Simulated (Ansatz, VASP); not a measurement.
# One calculation of SrTiO3 (Tausonite), two programs

```
Sr Ti O
1.0
     3.89112    0.00000    0.00000
     0.00000    3.89112    0.00000
     0.00000    0.00000    3.89112
Sr Ti O
1 1 3
Direct
  0.50000 0.50000 0.50000
  0.00000 0.00000 0.00000
  0.50000 0.00000 0.00000
  0.00000 0.50000 0.00000
  0.00000 0.00000 0.50000
```

Alike in both runs: functional PBEsol; k mesh 8 × 8 × 8; occupations gaussian, width 0.02 eV; no spin polarisation.

Ansatz relaxed the structure, and its values are those at the end. VASP's run is a single point on that final structure, the one shown.

|  | VASP | Ansatz |
| --- | --- | --- |
| version | VASP 6.6.1 | Ansatz 0.2.0 |
| potentials or method | VASP PAW PBE potentials, release 64 (Sr_sv, Ti_sv, O) | scalar-relativistic, plane waves, PAW |
| plane-wave cutoff (eV) | 520 | 420 |
| valence electrons in the cell | 40 | 40 |

```tsv
	VASP	Ansatz	Ansatz less VASP
gap on the k mesh at the Fermi level (eV)	1.82	1.85	+0.032
least direct gap on the mesh (eV)	2.17	2.19	+0.021
pressure (GPa)	0.7	0.0	-0.67
```

The functional is the same, so the differences come from potentials, cutoffs and numerics.

Caveats: the PAW data sets were made with another functional, which shifts forces and pressure a little (VASP). A k mesh can miss the band edges. A hybrid or GW would open this gap; PBEsol tends to underestimate it.
